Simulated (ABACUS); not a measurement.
## Os under changes of volume

One of the cells (13.982 Å³/atom); the others are scaled copies at fixed shape and fractional positions:

```
Os
1.0
     2.73410    0.00000    0.00000
    -1.36705    2.36780    0.00000
     0.00000    0.00000    4.31970
Os
2
Cartesian
  1.3671 0.7893 3.2398
  0.0000 1.5785 1.0799
```

```yaml
Program: ABACUS 3.10.1
Functional: PBE
Potentials_or_basis: PseudoDojo NC SR 0.4.1 PBE standard
Cutoff: 1361 eV
Density_cutoff: 5442 eV
Basis: DZP LCAO (the cutoffs set its grid)
k_mesh: 11 × 11 × 6
Occupations: fermi-dirac, width 0.05 eV
Spin: no spin polarisation
```

```csv
volume (Å³/atom),energy over the lowest point (meV/atom),pressure (GPa)
13.143,139.37,41.6
13.423,77.34,29.8
13.703,34.80,19.3
13.982,?,?
14.262,0.00,1.5
14.542,4.23,-6.0
14.821,20.80,-12.7
```

**Question.** What does the run at 13.982 Å³/atom give?

**Answer.** Energy over the lowest point 9.63 meV/atom; pressure 9.9 GPa.

Worked out: A Birch-Murnaghan fit of order 3 (a polynomial in V^(-2/3)) to the other rows has its minimum at 14.31 Å³/atom with B0 = V·E''(V) = 398 GPa and B' = 4.7 at fixed shape and positions, which overstates the stiffness. It gives 9.69 meV/atom at 13.982 Å³/atom, against the run's 9.63, and -dE/dV = 9.8 GPa, against 9.9.

Energies are extrapolated to zero smearing.

Caveats: the atomic orbitals were generated for these runs and aren't a published set; the basis of atomic orbitals isn't converged, which shifts pressures, moduli and gaps.
